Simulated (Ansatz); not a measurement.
# AlN at -3 GPa: from Born charge to LO–TO splitting and polaron coupling

Computed with DFT PBEsol, scalar-relativistic, plane waves, PAW in Ansatz. Cutoff 420 eV, 10×10×10 k-points (Γ-centred), fixed occupations. No spin polarisation. Phonons by linear response, acoustic sum rule imposed.

The cell, relaxed at -3 GPa:
```cif
data_structure
_symmetry_space_group_name_H-M 'F-43m'
_symmetry_Int_Tables_number 216
_cell_length_a 4.4003
_cell_length_b 4.4003
_cell_length_c 4.4003
_cell_angle_alpha 90.000
_cell_angle_beta 90.000
_cell_angle_gamma 90.000
_cell_volume 85.20
loop_
_atom_site_label
_atom_site_type_symbol
_atom_site_symmetry_multiplicity
_atom_site_Wyckoff_symbol
_atom_site_fract_x
_atom_site_fract_y
_atom_site_fract_z
_atom_site_occupancy
Al1 Al 4 a 0.00000 0.00000 0.00000 1
N1 N 4 c 0.25000 0.25000 0.25000 1
```

Linear response gives ν_TO = 634.2 cm⁻¹, Born charges ±2.550 e (positive on Al) and ε∞ = 4.676. The primitive cell holds 21.300 Å³, and the masses are 26.982 and 14.007 amu.

Question: Find ν_LO and the static dielectric constant.

Answer: The long-wave field adds a restoring force: ω_LO² − ω_TO² = Z*²e²/(ε_vac ε∞ μV). In these units ν_LO² − ν_TO² = 4.92064×10⁷ Z*²/(μ V ε∞) cm⁻², with μ = m₁m₂/(m₁ + m₂) = 9.220 amu: 348394 cm⁻². So ν_LO = √(634.2² + 348394) = 866.4 cm⁻¹, and the run gives 866.3. Lyddane–Sachs–Teller then gives ε0 = ε∞ (ν_LO/ν_TO)² = 8.73, against 8.73 in the run (it forms both from the same three quantities, so the match checks the arithmetic only). Between ν_TO and ν_LO the dielectric function is negative and an undamped crystal reflects fully: a reststrahlen band from 11.5 to 15.8 μm.

Question: What do the Clausius–Mossotti polarisability and the Szigeti charge come to?

Answer: With the Lorentz local field, α = (3V/4π)(ε∞ − 1)/(ε∞ + 2) = 2.80 Å³ for the pair, and e_S = 3Z*/(ε∞ + 2) = 1.15 e. The Born charge includes the electrons' response to the dipole's own local field, and e_S takes that enhancement out. The Lorentz field assumes point-like polarisable ions, a poor picture once ε∞ is this large, since the electron clouds then overlap or are shared, so both numbers are formal here.

Question: How strongly does a slow electron couple to the LO mode?

Answer: For one isotropic parabolic band, Fröhlich's constant is α_F = (1/ε∞ − 1/ε0) √(m* Ry/ħω_LO), with Ry = 13.606 eV, ħω_LO = 107.4 meV and m* in free-electron masses: α_F = 0.0993 × 11.25 × √m* = 1.12 √m*. The band mass isn't part of this run; for m* = 0.1, 0.3 and 1 it gives 0.35, 0.61, 1.12. In weak coupling the polaron lies α_F ħω_LO below the band edge (66 meV at m* = 0.3) with a mass m*(1 + α_F/6); past α_F of about 5 or 6 that expansion fails. A semilocal functional's ε∞ tends to be too large, which taken alone lowers α_F.

This zinc-blende form isn't the usual stable structure of the compound at low pressure.

Cost: 1 run of about 0.22 core-minutes, on Intel Xeon 6975P-C (Granite Rapids) (shared hosts).